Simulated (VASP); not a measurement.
Write the native input for VASP 6.6.1 that does the following.

* Task: single point
* Functional: PBE
* Potentials or basis: VASP PAW PBE potentials, release 64 (C, O)
* Cutoff: 520 eV
* k mesh: 2 × 2 × 1
* Occupations: fermi-dirac, width 0.05 eV
* Spin: collinear spin, zero start
* Starting moments: [0.0, 0.0, 0.0, 0.0, 0.0, 0.0, 0.0, 0.0, 0.0, 0.0, 0.0, 0.0, 0.0, 0.0, 0.0, 0.0, 0.0, 0.0, 0.0] μB
* Dipole correction: no
* Further INCAR settings: LREAL = Auto; ALGO = Fast; EDIFF = 1e-06; NBANDS = 58

The structure of C18O lies in POSCAR:

```
C18O
1.0
    7.3980000000      0.0000000000      0.0000000000
   -3.6990000000      6.4068560000      0.0000000000
    0.0000000000      0.0000000000     11.0000000000
C O
18 1
Direct
   -0.0023646421      0.0066446007      0.0901196364
    0.2177869281      0.1134773436      0.0820401818
   -0.0032301434      0.3354323868      0.0836124545
    0.2167943487      0.4454662318      0.0824800909
   -0.0023698542      0.6650967339      0.0899863636
    0.2177723617      0.7783479135      0.0819006364
    0.3290782222      0.0015581746      0.0824890909
    0.5491027143      0.1115920195      0.0836059091
    0.3280909664      0.3335609541      0.0820368182
    0.5482186974      0.4403879219      0.0901346364
    0.3281059613      0.6686685326      0.0818950909
    0.5482241664      0.7818992654      0.0900036364
    0.6599424285     -0.0005587764      0.0878637273
    0.8859504451      0.1124678001      0.0879208182
    0.6599130428      0.3345552015      0.0879249091
    0.8859219566      0.4475760030      0.0878526364
    0.6560062333      0.6650781600      0.1138420909
    0.8897966979      0.7819034796      0.1138760000
    0.7727896944      0.7234279965      0.2276881818
```

The cell was built by a generator and needn't be a form met in nature.

The input as run:

INCAR

```
SYSTEM = C18O
ALGO = Fast
EDIFF = 1E-6
ENCUT = 520
GGA = PE
ISIF = 2
ISMEAR = -1
ISPIN = 2
LASPH = .True.
LCHARG = .True.
LELF = .True.
LORBIT = 11
LREAL = Auto
LVHAR = .True.
LWAVE = .False.
MAGMOM = 0 0 0 0 0 0 0 0 0 0 0 0 0 0 0 0 0 0 0
NBANDS = 58
NELM = 150
PREC = Accurate
SIGMA = 0.05
```

KPOINTS

```
k-points
0
Gamma
  2 2 1
  0 0 0
```

Potentials or basis: VASP PAW PBE potentials, release 64 (C, O).

The run is started by

```console
$ cat potpaw_PBE.64/C/POTCAR potpaw_PBE.64/O/POTCAR > POTCAR
$ mpirun -np 1 vasp_std > vasp.out
```

It gave:

```yaml
Largest_force: 0.351 eV/Å
Band_gap_on_the_k_mesh: 0.20 eV, direct
Net_moment: 0.00 μB per cell
Valence_electrons_inside_the_program's_atomic_spheres: C 2.66, 2.65, 2.58; O 5.02
```

Caveat: the k mesh is coarse (spacing up to 0.49 Å⁻¹), so the values aren't converged.

Run time: 4.6 min on 1 thread of Intel(R) Xeon(R) 6975P-C (Granite Rapids) (shared host), peak memory 0.81 GiB.
